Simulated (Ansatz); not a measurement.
# Cu(111) with 4 layers of random Cu-Rh, 2x2: scattering by chemical disorder

How strongly does chemical disorder scatter in Cu(111) with 4 layers of random Cu-Rh, 2x2?

Program: Ansatz 0.2.0. Level of theory: Ansatz plane-wave DFT, PBE, PAW files; ballistic transport by layer matching (Landauer), zero bias; PAW set soft_1. Results are calculated unless marked as measured.

Most raw output is cut from this account.

### Step 1. The structure

The cell holds 40 atoms: 28 Cu and 12 Rh. Cell: a = 5.112 Å, b = 5.112 Å, c = 20.923 Å, α = 93.5°, β = 86.5°, γ = 120.0°. It derives from Cu. Regions: lead, 24 atoms (24 Cu); scattering region, 16 atoms (12 Rh and 4 Cu). The structure is stacked along c, and the current runs across the ab planes.

### Step 2. With 4 alloy layers

In 4 layers a share of 0.75 of the sites is given to Rh at random. The layers about the cell's end stay perfect and serve as the lead. Disorder leaves little or no symmetry, which makes such runs dear. Energies from -0.05 to 0.05 eV in steps of 0.05 eV are too few for the program's thermal sum, so it prints no conductance; for a metal the transmission near the Fermi level serves, at a fraction of the cost.

Contents of input.yaml:

```yaml
crystal:
  lattice:
    - [5.1123254594, 0.0, 0.0]
    - [-2.5561627297, 4.4274037203, 0.0]
    - [1.2780813649, -0.73790062, 20.8709812911]
  atoms:
    - { symbol: Cu, position: [0.9916666667, 0.0083333333, 0.05] }
    - { symbol: Cu, position: [0.9916666667, 0.5083333333, 0.05] }
    - { symbol: Cu, position: [0.4916666667, 0.0083333333, 0.05] }
    - { symbol: Cu, position: [0.4916666667, 0.5083333333, 0.05] }
    - { symbol: Cu, position: [0.1416666667, 0.3583333333, 0.15] }
    - { symbol: Cu, position: [0.1416666667, 0.8583333333, 0.15] }
    - { symbol: Cu, position: [0.6416666667, 0.3583333333, 0.15] }
    - { symbol: Cu, position: [0.6416666667, 0.8583333333, 0.15] }
[... 28 atom lines left out ...]
    - { symbol: Cu, position: [0.8416666667, 0.1583333333, 0.95] }
    - { symbol: Cu, position: [0.8416666667, 0.6583333333, 0.95] }
    - { symbol: Cu, position: [0.3416666667, 0.1583333333, 0.95] }
    - { symbol: Cu, position: [0.3416666667, 0.6583333333, 0.95] }
kpoints:
  mp_grid: { grid: [5, 5, 1] }
hamiltonian:
  xc: pbe
  pseudopotentials: { kind: paw, azcp: { folder: soft_1 } }
scf:
  occupations: { method: fermi_dirac, width: 0.1 }
output:
  transmission:
    leads: [[0, 4]]
    kmesh: [10, 10]
    e_range: [-0.05, 0.05]
    de: 0.05
  write_potential: true
  write_density: true
  volumetric_format: npy
```

Started as:

```sh
$ ansatz run input.yaml --threads 4 --pin off --max-ram 15360MiB --backend cpu --events-out ev --progress --plain --runs-dir out
```

The job ended after 8.3 min (4 threads of Arm Neoverse V1, shared host; peak memory 4.4 GiB).

Numbers from this step:

- free energy: -262336.2404 eV
- energy at zero smearing: -262335.7706 eV
- Fermi energy: 19.45 eV
- cell area: 22.63 Å²
- transmission per spin nearest the Fermi level: 1.523
- open channels per spin nearest the Fermi level: 3.21
- step of the lead's potential: 23.1 meV

Per spin. The transmission, zone mean by energy, zero at the Fermi level:

| energy (eV) | transmission, zone mean |
| --- | --- |
| -0.0500 | 1.51 |
| 0.0000 | 1.52 |
| 0.0500 | 1.59 |

Per spin. The open channels, zone mean, lead stays at 3.21 for energy from -0.05 to 0.05 eV.

Transmission over k1 and k2. At 0.0000 eV from the Fermi level.

Ten even steps from '_' (1.03) to '@' (1.95):
```
**##..__::**##..****
....@@----@@##::****
==__--%%==++%%++::..
%%::--==%%--@@%%####
++**@@++--%%--++@@**
%%####%%@@--%%==--::
==..::++%%++==%%--__
..****::##@@----@@..
******..##**::__..##
++**..==%%++%%==..**
```
Columns: k1 (b1) from -0.5 to 0.4; rows upwards: k2 (b2) from -0.5 to 0.4.

Open channels over k1 and k2. At 0.0000 eV from the Fermi level.

Ten even steps from '_' (3.00) to '@' (4.00):
```
__@@______@@________
____@@____@@________
______@@__@@________
____________________
@@@@@@@@______@@@@@@
____________________
__________@@__@@____
__________@@____@@__
__________@@______@@
@@________@@________
```
Columns: k1 (b1) from -0.5 to 0.4; rows upwards: k2 (b2) from -0.5 to 0.4.

Over the solved energies the transmission per spin lies between 1.51 and 1.59, out of 3.21 channels of the lead on average (up to 3.21).

### Step 3. With 8 alloy layers

In 8 layers a share of 0.75 of the sites is given to Rh at random. A fresh draw is used; the growth of the resistance with length is what counts.

System of this step: Cu(111) with 8 layers of random Cu-Rh, 2x2. The cell holds 56 atoms: 32 Cu and 24 Rh. Its edges and angles: a = 5.112 Å, b = 5.112 Å, c = 29.257 Å, α = 87.5°, β = 92.5°, γ = 120.0°. It derives from Cu. Regions: lead, 24 atoms (24 Cu); scattering region, 32 atoms (8 Cu and 24 Rh). The structure is stacked along c, and the current runs across the ab planes.

Contents of input.yaml:

```yaml
crystal:
  lattice:
    - [5.1123254594, 0.0, 0.0]
    - [-2.5561627297, 4.4274037203, 0.0]
    - [-1.2780813649, 0.73790062, 29.2193738075]
  atoms:
    - { symbol: Cu, position: [0.005952381, 0.994047619, 0.0357142857] }
    - { symbol: Cu, position: [0.005952381, 0.494047619, 0.0357142857] }
    - { symbol: Cu, position: [0.505952381, 0.994047619, 0.0357142857] }
    - { symbol: Cu, position: [0.505952381, 0.494047619, 0.0357142857] }
    - { symbol: Cu, position: [0.1845238095, 0.3154761905, 0.1071428571] }
    - { symbol: Cu, position: [0.1845238095, 0.8154761905, 0.1071428571] }
    - { symbol: Cu, position: [0.6845238095, 0.3154761905, 0.1071428571] }
    - { symbol: Cu, position: [0.6845238095, 0.8154761905, 0.1071428571] }
[... 44 atom lines left out ...]
    - { symbol: Cu, position: [0.3273809524, 0.1726190476, 0.9642857143] }
    - { symbol: Cu, position: [0.3273809524, 0.6726190476, 0.9642857143] }
    - { symbol: Cu, position: [0.8273809524, 0.1726190476, 0.9642857143] }
    - { symbol: Cu, position: [0.8273809524, 0.6726190476, 0.9642857143] }
kpoints:
  mp_grid: { grid: [5, 5, 1] }
hamiltonian:
  xc: pbe
  pseudopotentials: { kind: paw, azcp: { folder: soft_1 } }
scf:
  occupations: { method: fermi_dirac, width: 0.1 }
output:
  transmission:
    leads: [[0, 4]]
    kmesh: [10, 10]
    e_range: [-0.05, 0.05]
    de: 0.05
  write_potential: true
  write_density: true
  volumetric_format: npy
```

It took 17 min on 4 threads; peak memory 8.3 GiB; 65 min of CPU time.

Numbers from this step:

| Item | Value |
| --- | --- |
| free energy | -365667.7710 eV |
| energy at zero smearing | -365667.0139 eV |
| Fermi energy | 20.82 eV |
| transmission per spin nearest the Fermi level | 1.102 |
| step of the lead's potential | 24.4 meV |

Per spin. Table of transmission, zone mean by energy, zero at the Fermi level:

| energy (eV) | transmission, zone mean |
| --- | --- |
| -0.0500 | 1.11 |
| 0.0000 | 1.10 |
| 0.0500 | 1.06 |

Over the solved energies the transmission per spin lies between 1.06 and 1.11, out of 3.21 channels of the lead on average (up to 3.21).

### Step 4. With 12 alloy layers

In 12 layers a share of 0.75 of the sites is given to Rh at random. A fresh draw is used; the growth of the resistance with length is what counts.

System of this step: Cu(111) with 12 layers of random Cu-Rh, 2x2. The cell holds 72 atoms: 36 Cu and 36 Rh. Cell: a = 5.112 Å, b = 5.112 Å, c = 37.568 Å, α = 90.0°, β = 90.0°, γ = 120.0°. It derives from Cu. Regions: lead, 24 atoms (24 Cu); scattering region, 48 atoms (36 Rh and 12 Cu). The structure is stacked along c, and the current runs across the ab planes.

Contents of input.yaml:

```yaml
crystal:
  lattice:
    - [5.1123254594, 0.0, 0.0]
    - [-2.5561627297, 4.4274037203, 0.0]
    - [0.0, 0.0, 37.567766324]
  atoms:
    - { symbol: Cu, position: [0.0, 0.0, 0.0277777778] }
    - { symbol: Cu, position: [0.0, 0.5, 0.0277777778] }
    - { symbol: Cu, position: [0.5, 0.0, 0.0277777778] }
    - { symbol: Cu, position: [0.5, 0.5, 0.0277777778] }
    - { symbol: Cu, position: [0.1666666667, 0.3333333333, 0.0833333333] }
    - { symbol: Cu, position: [0.1666666667, 0.8333333333, 0.0833333333] }
    - { symbol: Cu, position: [0.6666666667, 0.3333333333, 0.0833333333] }
    - { symbol: Cu, position: [0.6666666667, 0.8333333333, 0.0833333333] }
[... 60 atom lines left out ...]
    - { symbol: Cu, position: [0.3333333333, 0.1666666667, 0.9722222222] }
    - { symbol: Cu, position: [0.3333333333, 0.6666666667, 0.9722222222] }
    - { symbol: Cu, position: [0.8333333333, 0.1666666667, 0.9722222222] }
    - { symbol: Cu, position: [0.8333333333, 0.6666666667, 0.9722222222] }
kpoints:
  mp_grid: { grid: [5, 5, 1] }
hamiltonian:
  xc: pbe
  pseudopotentials: { kind: paw, azcp: { folder: soft_1 } }
scf:
  occupations: { method: fermi_dirac, width: 0.1 }
output:
  transmission:
    leads: [[0, 4]]
    kmesh: [10, 10]
    e_range: [-0.05, 0.05]
    de: 0.05
  write_potential: true
  write_density: true
  volumetric_format: npy
```

Run time: 31 min. Hardware: 4 threads; peak memory 9.1 GiB; 2 h of CPU time.

Numbers from this step:

- free energy: -468999.3006 eV
- energy at zero smearing: -468998.2815 eV
- Fermi energy: 21.59 eV
- transmission per spin nearest the Fermi level: 1.099
- step of the lead's potential: 30.4 meV

Per spin. Transmission, zone mean against energy, zero at the Fermi level:

| energy (eV) | transmission, zone mean |
| --- | --- |
| -0.0500 | 1.07 |
| 0.0000 | 1.10 |
| 0.0500 | 1.02 |

Over the solved energies the transmission per spin lies between 1.02 and 1.10, out of 3.21 channels of the lead on average (up to 3.21). The log calls the step of a lead's potential too much.

### Step 5. Resistance against length

This step: Ansatz plane-wave DFT, PBE, PAW files; ballistic transport by layer matching (Landauer), zero bias; residual resistivity from the slope of the area resistance, atoms on the host's lattice; PAW set soft_1 (Ansatz 0.2.0).

This step gave:

| Item | Value |
| --- | --- |
| resistivity | 51.03 µΩ cm |
| intercept | 0.6768 fΩ m² |
| scatter about the fit | 0.1668 fΩ m² |

Resistance, by row:

| run | length (Å) | T | channels N | RA (fΩ m²) |
| --- | --- | --- | --- | --- |
| n4 | 8.348 | 1.542 | 3.21 | 0.9849 |
| n8 | 16.7 | 1.092 | 3.21 | 1.765 |
| n12 | 25.05 | 1.063 | 3.21 | 1.837 |

Table of area resistance by length of the alloy:

| length of the alloy (Å) | area resistance (fΩ m²) |
| --- | --- |
| 8.35 | 0.985 |
| 16.70 | 1.76 |
| 25.05 | 1.84 |

The area resistance goes from 0.98 to 1.8 fΩ m² between 8.3 and 25.0 Å, a slope of 51 µΩ cm.

By hand from the end points: (1.837 − 0.9849) fΩ m² / (25.05 − 8.35) Å = 51 µΩ cm, since 1 fΩ m² per Å is 1000 µΩ cm.

### Step 6. Results

| Item | Value |
| --- | --- |
| resistivity from the slope | 51.0 µΩ cm |
| area resistance over 8.35 Å | 0.985 fΩ m² |
| area resistance over 16.7 Å | 1.76 fΩ m² |
| area resistance over 25.0 Å | 1.84 fΩ m² |

**Reading.** The slope gives 51 µΩ cm. The points scatter by 0.17 fΩ m² about the line, with one random draw a length in a 2x2 cell, so the slope is a rough value. Read with a model of isotropic scattering on a spherical Fermi surface and the lead's 1.1×10¹⁵ S/m², this slope means a mean free path near 14 Å (a rough figure, since the alloy's own channel count differs); over these lengths the model's slope is within 3 % of its bulk resistivity. The atoms sit on the host's lattice, so scattering by size misfit is left out. A lead's potential steps by up to 30 meV from period to period, which the log calls too much, so longer leads could move the result.

[Logs are printed without paths, hosts, clocks, repeated set-up lines and the standing remarks that a program may print on its own settings, such as how far it seeks lower states.]

[Hosts, paths, dates, database ids (printed as entryN), source tags and the programs' standing remarks are cut or masked in the printed files.]
